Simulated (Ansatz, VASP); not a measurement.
**CdS: VASP beside Ansatz**

Contents of INCAR:

```
PREC = Accurate
ENCUT = 520
EDIFF = 1E-6
ISMEAR = 0
SIGMA = 0.05
LREAL = F
LASPH = T
NELM = 60
ALGO = Normal
ISIF = 2
LWAVE = F
LCHARG = F
GGA = PS
NBANDS = 16
```

KPOINTS

```
Automatic mesh
0
Gamma
  9 9 6
```

POSCAR

```
CdS
1.0
    4.4983769332      0.0000000000      0.0000000000
   -2.2491884666      3.8957086999      0.0000000000
    0.0000000000      0.0000000000      5.2081837069
Cd S
1 1
Direct
    0.0000000000      0.0000000000      0.4426919200
    0.6666666667      0.3333333333      0.4343080800
```

Input for Ansatz:

```yaml
crystal:
  lattice:
    - [4.4983769332, 0.0, 0.0]
    - [-2.2491884666, 3.8957086999, 0.0]
    - [0.0, 0.0, 5.2081837069]
  atoms:
    - { symbol: Cd, position: [0.0, 0.0, 0.44269192] }
    - { symbol: S, position: [0.6666666667, 0.3333333333, 0.43430808] }
basis:
  ecutwfc: 420
kpoints:
  mp_grid: { grid: [9, 9, 6] }
hamiltonian:
  xc: pbesol
scf:
  occupations: { method: gaussian, width: 0.05 }
output:
  forces: true
  stress: true
  eigenvalues: true
```

Alike in both runs: task single point; functional PBEsol; k mesh 9 × 9 × 6; occupations gaussian, width 0.05 eV; no spin polarisation.

|  | VASP | Ansatz |
| --- | --- | --- |
| version | VASP 6.6.1 | Ansatz 0.2.0 |
| potentials or method | VASP PAW PBE potentials, release 64 (Cd, S) | scalar-relativistic, plane waves, PAW |
| plane-wave cutoff (eV) | 520 | 420 |
| valence electrons in the cell | 18 | 26 |

Ansatz gave:

| Property | Result |
| --- | --- |
| gap on the k mesh at the Fermi level (eV) | 0.58 |
| least direct gap on the mesh (eV) | 0.97 |
| pressure (GPa) | -4.9 |
| largest component of the traceless stress (GPa) | 4.97 |
| rms of the force components (eV/Å) | 0.019 |

Question: What did VASP give for the same quantities?

Answer: gap on the k mesh at the Fermi level (eV): 0.59; least direct gap on the mesh (eV): 0.96; pressure (GPa): -4.8; largest component of the traceless stress (GPa): 4.84; rms of the force components (eV/Å): 0.018.

Atom by atom the forces differ by 0.001 eV/Å (rms over components). The two sets of potentials don't hold the same shells in valence.

Caveats: the PAW data sets were made with another functional, which shifts forces and pressure a little (VASP); an odd mesh through Γ misses points on the zone boundary, where band edges often lie. A hybrid or GW would open this gap; PBEsol tends to underestimate it.
